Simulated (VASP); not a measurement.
**GaSb: relaxation of cell and atoms with PBE+rVV10**

Crystal: GaSb.

```
CELL_PARAMETERS angstrom
0.00000 3.05900 3.05900
3.05900 0.00000 3.05900
3.05900 3.05900 0.00000
ATOMIC_POSITIONS crystal
Sb 0.75000 0.75000 0.75000
Ga 0.00000 0.00000 0.00000
```

- Program: VASP 6.6.1
- Task: relaxation of cell and atoms
- Functional: PBE
- Dispersion: rVV10
- Potentials or basis: VASP PAW PBE potentials, release 64 (Sb, Ga_d)
- Cutoff: 600 eV
- k mesh: 8 × 8 × 8
- Occupations: fermi-dirac, width 0.05 eV
- Spin: no spin polarisation
- Further INCAR settings: ALGO = Fast; EDIFF = 1e-06; IBRION = 2; EDIFFG = -0.02; NSW = 60; ISIF = 3

The relaxed volume is 29.52 Å³/atom and the relaxed cell is a = 4.371 Å, b = 4.371 Å, c = 4.371 Å, α = 60.00°, β = 60.00°, γ = 60.00°. The space group after relaxing (to 0.05 Å) is F-43m (No. 216). The energy gained by relaxing is 4.3 meV/atom and the ionic steps are 3. The pressure after relaxing is 0.1 GPa and the band gap on the k mesh is none (metal or under the smearing width).

Step by step:
```tsv
step	energy change (eV)	largest force (eV/Å)	pressure (GPa)	volume (Å³)
1	0.0000	0.0000	1.60	57.25
2	-0.0078	0.0000	-0.50	59.65
3	-0.0086	0.0000	0.07	59.04
```

Final structure:
```
Sb Ga
1.0
     0.00000    3.09050    3.09050
     3.09050    0.00000    3.09050
     3.09050    3.09050    0.00000
Sb Ga
1 1
Direct
  0.75000 0.75000 0.75000
  0.00000 0.00000 0.00000
```

Levels at points of the mesh, in eV from the Fermi level:
| k point | band 6 | band 7 | band 8 | band 9 | band 10 | band 11 | band 12 | band 13 |
| --- | --- | --- | --- | --- | --- | --- | --- | --- |
| (0.00, 0.00, 0.00) | -11.32 | -0.22 | -0.04 | -0.04 | -0.04 | 2.73 | 2.73 | 2.73 |
| (0.50, 0.00, 0.00) | -9.76 | -6.28 | -1.15 | -1.15 | 0.27 | 3.68 | 3.68 | 6.31 |
| (0.50, 0.50, 0.00) | -8.97 | -6.72 | -2.52 | -2.52 | 0.84 | 1.19 | 8.44 | 8.44 |

Run time: 2.4 min on 1 thread of Intel(R) Xeon(R) 6975P-C (Granite Rapids), on a shared host, peak memory 0.39 GiB.

Caveat: this crystal is a semiconductor, whose small gap the functional closes, so the metal is an error of the method. Zero-point motion and thermal expansion aren't in these numbers.
